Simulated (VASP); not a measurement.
Set up this calculation in VASP 6.6.1, as the native input.

- Task: relaxation of cell and atoms
- Functional: PBE
- Potentials or basis: VASP PAW PBE potentials, release 64 (Si, Ge_d)
- Cutoff: 520 eV
- k mesh: 5 × 5 × 5
- Occupations: gaussian, width 0.15 eV
- Spin: no spin polarisation
- Further INCAR settings: PREC = Normal; ALGO = Fast; EDIFF = 0.0001; IBRION = 2; EDIFFG = -0.08; NSW = 24; ISIF = 3

The structure of SiGe3 lies in POSCAR:

```
SiGe3
1.0
    4.0284535900      0.0000000000      0.0000000000
    0.0000000000      4.0284535900      0.0000000000
    0.0000000000      0.0000000000      4.0284535900
Si Ge
1 3
Direct
    0.0000000000      0.0000000000      0.0000000000
    0.0000000000      0.5000000000      0.5000000000
    0.5000000000      0.0000000000      0.5000000000
    0.5000000000      0.5000000000      0.0000000000
```

The cell was built by a generator and needn't be a form met in nature.

One way to write it, as run:

INCAR

```
PREC = Normal
ENCUT = 520
EDIFF = 1E-4
ISMEAR = 0
SIGMA = 0.15
LREAL = False
LASPH = True
NELM = 60
ALGO = Fast
ISIF = 3
LWAVE = False
LCHARG = False
GGA = PE
IBRION = 2
NSW = 24
EDIFFG = -0.08
```

KPOINTS

```
Automatic mesh
0
Gamma
  5 5 5
```

Potentials or basis: VASP PAW PBE potentials, release 64 (Si, Ge_d).

Command:

```console
$ cat potpaw_PBE.64/Si/POTCAR potpaw_PBE.64/Ge_d/POTCAR > POTCAR
$ mpirun -np 1 vasp_std > vasp.out
```

Results of the run:

- Relaxed volume: 18.01 Å³/atom
- Relaxed cell: a = 4.161 Å, b = 4.161 Å, c = 4.161 Å, α = 90.00°, β = 90.00°, γ = 90.00°
- Space group after relaxing (to 0.05 Å): Pm-3m (No. 221)
- Energy gained by relaxing: 62.5 meV/atom
- Ionic steps: 4
- Pressure after relaxing: 0.0 GPa
- Band gap on the k mesh: none (metal or under the smearing width)

Wall time 14 s on 1 thread of Intel(R) Xeon(R) 6975P-C (Granite Rapids) (shared host), peak memory 0.14 GiB.
